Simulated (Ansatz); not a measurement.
The calculation used DFT PBE, scalar-relativistic, plane waves, PAW (Ansatz 0.2.0). All cells share a 420 eV cutoff and Γ-centred k meshes spaced at most about 0.3 Å⁻¹ (about 0.25 or finer for metals, 2π included). No spin polarisation.

These are static total energies at zero pressure.

Two forms of SiGe5 were relaxed alike.

A.

```cif
data_structure
_symmetry_space_group_name_H-M 'Pmmm'
_symmetry_Int_Tables_number 47
_cell_length_a 3.1340
_cell_length_b 3.6300
_cell_length_c 9.8919
_cell_angle_alpha 90.000
_cell_angle_beta 90.000
_cell_angle_gamma 90.000
_cell_volume 112.53
loop_
_atom_site_label
_atom_site_type_symbol
_atom_site_symmetry_multiplicity
_atom_site_Wyckoff_symbol
_atom_site_fract_x
_atom_site_fract_y
_atom_site_fract_z
_atom_site_occupancy
Si1 Si 1 h 0.50000 0.50000 0.50000 1
Ge1 Ge 1 a 0.00000 0.00000 0.00000 1
Ge2 Ge 2 t 0.50000 0.50000 0.16542 1
Ge3 Ge 2 q 0.00000 0.00000 0.35074 1
```

B.

```cif
data_structure
_symmetry_space_group_name_H-M 'P-3m1'
_symmetry_Int_Tables_number 164
_cell_length_a 3.0256
_cell_length_b 3.0256
_cell_length_c 14.3418
_cell_angle_alpha 90.000
_cell_angle_beta 90.000
_cell_angle_gamma 120.000
_cell_volume 113.70
loop_
_atom_site_label
_atom_site_type_symbol
_atom_site_symmetry_multiplicity
_atom_site_Wyckoff_symbol
_atom_site_fract_x
_atom_site_fract_y
_atom_site_fract_z
_atom_site_occupancy
Si1 Si 1 a 0.00000 0.00000 0.00000 1
Ge1 Ge 2 d 0.33333 0.66667 0.84924 1
Ge2 Ge 2 d 0.66667 0.33333 0.66412 1
Ge3 Ge 1 b 0.00000 0.00000 0.50000 1
```

**Question.** Which is lower in energy, and by how much?

**Answer.** They are level within the accuracy (3 meV/atom apart, with A the lower in these runs). A has space group Pmmm (No. 47), 18.8 Å³/atom and no gap on its mesh; B has Si and Ge ordered on fcc sites, space group P-3m1 (No. 164), 19.0 Å³/atom and no gap. Counting Ge atoms around Si (those within 1.25 times the shortest such distance or 1.15 times the sum of covalent radii; a plus sign parts nearer from farther groups; the shortest distance is added where it is long for a bond), A has Si 8+2 from 2.8 Å and B has Si 6 from 2.8 Å. Even the lower one lies +0.38 eV/atom against the reference forms of the elements (uncorrected), so neither is stable at this level. In A, around Si lie 8 Ge at 2.82 Å, 2 Si at 3.13 Å, 2 Ge at 3.31 Å and 2 Si at 3.63 Å; Ge on a site of symmetry mmm is surrounded by 8 Ge at 2.90 Å, 2 Ge at 3.13 Å and 4 Ge at 3.47–3.63 Å; around Ge on a site of symmetry mm2 lie 11 Ge at 2.90–3.27 Å, 1 Si at 3.31 Å and 2 Ge at 3.63 Å; 1 more site not described. In B, Si is surrounded by 6 Ge at 2.78 Å and 6 Si at 3.03 Å; Ge on a site of symmetry 3m is surrounded by 3 Si at 2.78 Å and 9 Ge at 3.03–3.18 Å; around Ge on a second site of symmetry 3m lie 12 Ge at 2.93–3.18 Å; 1 more site not described. Both come from invented guesses.

For metals, differences of a few meV/atom aren't resolved. Weakly bound directions are ill-defined at this level, which has no dispersion term (P-3m1), and this can change margins and order among such cells. Cells relaxed within their symmetry can be saddle points.
